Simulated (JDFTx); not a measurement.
# KCl (Pm-3m) in JDFTx: settings compared, part 2 of 2

JDFTx 1.7.0 (patched build). Earlier steps stand in the parts before.

**4. Single point, LDA**

KCl.in reads:

```
include KCl.lattice
coords-type Lattice
include KCl.ionpos

ion-species pseudo/K.upf
ion-species pseudo/Cl.upf
elec-cutoff 36 288
elec-ex-corr lda-PW
kpoint-folding 7 7 7
elec-smearing Gauss 0.00036749322
elec-n-bands 14
electronic-SCF nIterations 100 energyDiffThreshold 1e-09
electronic-minimize nIterations 30 energyDiffThreshold 1e-7
converge-empty-states yes
forces-output-coords Cartesian

dump-name run.$VAR
dump End Ecomponents EigStats BandEigs Kpoints Forces Stress
```

KCl.lattice reads:

```
lattice \
    7.2550289788     0.0000000000     0.0000000000 \
    0.0000000000     7.2550289788     0.0000000000 \
    0.0000000000     0.0000000000     7.2550289788
```

KCl.ionpos reads:

```
ion K      0.0000000000     0.0000000000     0.0000000000 1
ion Cl     0.5000000000     0.5000000000     0.5000000000 1
```

Potentials or basis: PseudoDojo-SR-LDA-0.4.1-standard with smoothed tails.

The run is started by

```sh
$ jdftx -c 1 -i KCl.in -o KCl.out
```

The log of the run:

```text
*************** JDFTx 1.7.0 (patched build) ***************

Input parsed successfully to the following command list (including defaults):
[... the input with its defaults ...]

---------- Setting up symmetries ----------

Found 48 point-group symmetries of the bravais lattice
Found 48 space-group symmetries with basis
Applied RMS atom displacement 0 bohrs to make symmetries exact.

---------- Initializing the Grid ----------
R =
[      7.25503            0            0  ]
[            0      7.25503            0  ]
[            0            0      7.25503  ]
unit cell volume = 381.872
G =
[   0.866046          0          0  ]
[          0   0.866046          0  ]
[          0          0   0.866046  ]
Minimum fftbox size, Smin = [  56  56  56  ]
Chosen fftbox size, S = [  56  56  56  ]

---------- Initializing tighter grid for wavefunction operations ----------
[... 101 lines left out ...]
SCF: Converged (|Delta E|<1.000000e-09 for 2 iters).

Setting wave functions to eigenvectors of Hamiltonian
Converging empty states (this may take a while):
EmptyStates: None of the convergence criteria satisfied.
|deigs|: 4.758e-04

# Stress tensor in Cartesian coordinates [Eh/a0^3]:
[  0.000107694            0            0  ]
[            0  0.000107694            0  ]
[            0            0  0.000107694  ]

# Ionic positions in lattice coordinates:
ion K   0.000000000000000   0.000000000000000   0.000000000000000 1
ion Cl   0.500000000000000   0.500000000000000   0.500000000000000 1

# Forces in Cartesian coordinates:
force K  -0.000000000000000  -0.000000000000000  -0.000000000000000 1
force Cl   0.000000000000000  -0.000000000000000   0.000000000000000 1

# Energy components:
   Eewald =      -32.3839233398717639
       EH =        8.7184160099139483
     Eloc =      -34.4555951223192665
      Enl =        6.5476781420563368
      Exc =      -10.6968053577557889
 Exc_core =        2.7984839345363604
       KE =       15.8095014488015480
-------------------------------------
     Etot =      -43.6622442846386249

IonicMinimize: Iter:   0  F: -43.662244284638625  |grad|_K:  0.000e+00
IonicMinimize: Converged (|grad|_K<1.000000e-04).

#--- Lowdin population analysis ---
# oxidation-state K +0.731
# oxidation-state Cl -0.664

Dumping 'run.eigStats' ...
	eMin: -0.948047 at state 0 ( [ +0.000000 +0.000000 +0.000000 ] spin 0 )
	HOMO: +0.069961 at state 9 ( [ +0.000000 +0.428571 +0.428571 ] spin 0 )
	mu  : +0.100000
	LUMO: +0.231174 at state 0 ( [ +0.000000 +0.000000 +0.000000 ] spin 0 )
	eMax: +0.466062 at state 4 ( [ +0.000000 +0.142857 +0.142857 ] spin 0 )
	HOMO-LUMO gap: +0.161214
	Optical gap  : +0.168145 at state 0 ( [ +0.000000 +0.000000 +0.000000 ] spin 0 )
WARNING: the last solve of the electrons (or of bands or displaced states from it) ended unconverged.
Done!
[note: mu as printed may lie anywhere between the filled and the empty levels]
```

Run time: 24 s. Hardware: 1 thread of AMD EPYC 9R45 (Zen 5), shared host; peak memory 0.11 GiB.

What came out:

| Quantity | Value |
| --- | --- |
| Free energy | -1188.1102 eV |
| Pressure | -3.2 GPa |
| Band gap on the k mesh | 4.39 eV, indirect (least direct gap 4.58 eV) |
| Loewdin charges | K +0.73; Cl -0.66 e |

Caveat: the empty levels aren't tightly converged; an odd mesh through Γ misses points on the zone boundary, where band edges often lie. Expect the measured gap to be larger: semilocal functionals such as LDA lack the derivative discontinuity.

**5. Single point, LDA**

KCl.in reads:

```
lattice \
    7.2550289788     0.0000000000     0.0000000000 \
    0.0000000000     7.2550289788     0.0000000000 \
    0.0000000000     0.0000000000     7.2550289788
coords-type Cartesian
ion K      0.0000000000     0.0000000000     0.0000000000 1
ion Cl     3.6275144894     3.6275144894     3.6275144894 1

ion-species pseudo/K.upf
ion-species pseudo/Cl.upf
elec-cutoff 36 288
elec-ex-corr lda-PW
kpoint-folding 7 7 7
elec-smearing Fermi 0.0018374661
elec-n-bands 14
electronic-SCF nIterations 100 energyDiffThreshold 1e-09
electronic-minimize nIterations 30 energyDiffThreshold 1e-7
converge-empty-states yes
forces-output-coords Cartesian

dump-name run.$VAR
dump End Ecomponents EigStats BandEigs Kpoints Forces Stress ElecDensity
```

The run is started by

```sh
$ jdftx -c 1 -i KCl.in -o KCl.out
```

It took 25 s on 1 thread of AMD EPYC 9R45 (Zen 5), shared host; peak memory 0.11 GiB.

Results (log left out):

| Quantity | Value |
| --- | --- |
| Free energy | -1188.1102 eV |
| Pressure | -3.2 GPa |
| Band gap on the k mesh | 4.39 eV, indirect (least direct gap 4.58 eV) |
| Loewdin charges | K +0.73; Cl -0.66 e |

Levels at points of the mesh, in eV from the valence-band top:
```csv
k point,band 4,band 5,band 6,band 7,band 8,band 9,band 10,band 11,band 12,band 13
"(0.00, 0.00, 0.00)",-11.28,-11.28,-0.19,-0.19,-0.19,4.39,6.27,6.27,10.44,10.44
```

Caveat: the empty levels aren't tightly converged; an odd mesh through Γ misses points on the zone boundary, where band edges often lie.

**6. The runs side by side**

```tsv
level	potentials or basis	k mesh	cutoff (eV)	smearing	share of exact exchange	SCF threshold on the energy	mesh quality	gap on the mesh (eV)	pressure (GPa)
PBE0 (exact-exchange share 0.3)	PseudoDojo-SR-PBE-0.5-standard with smoothed tails	2 × 2 × 2	1007	fermi-dirac 0.05 eV	0.3	1e-07 Ha	coarse	7.32	0.6
PBE0 (exact-exchange share 0.4)	PseudoDojo-SR-PBE-0.5-standard with smoothed tails	2 × 2 × 2	1007	fermi-dirac 0.05 eV	0.4	1e-07 Ha	coarse	8.21	0.5
LDA	PseudoDojo-SR-LDA-0.4.1-standard with smoothed tails	7 × 7 × 7	980	gaussian 0.02 eV	-	1e-09 Ha	not flagged	4.39	-3.2
LDA	PseudoDojo-SR-LDA-0.4.1-standard with smoothed tails	7 × 7 × 7	980	fermi-dirac 0.05 eV	-	1e-09 Ha	not flagged	4.39	-3.2
```

Alike in all rows: task single point; no spin polarisation; cell as given.

Caveats: some runs use coarse meshes; the hybrid runs on potentials with a model core (some runs); the potentials were made for another functional, which shifts forces and pressure (some runs); the empty levels aren't tightly converged (some runs); an odd mesh through Γ misses points on the zone boundary, where band edges often lie (some runs).

Total energies depend on the potentials used, so only differences within one code and one set of settings carry meaning.
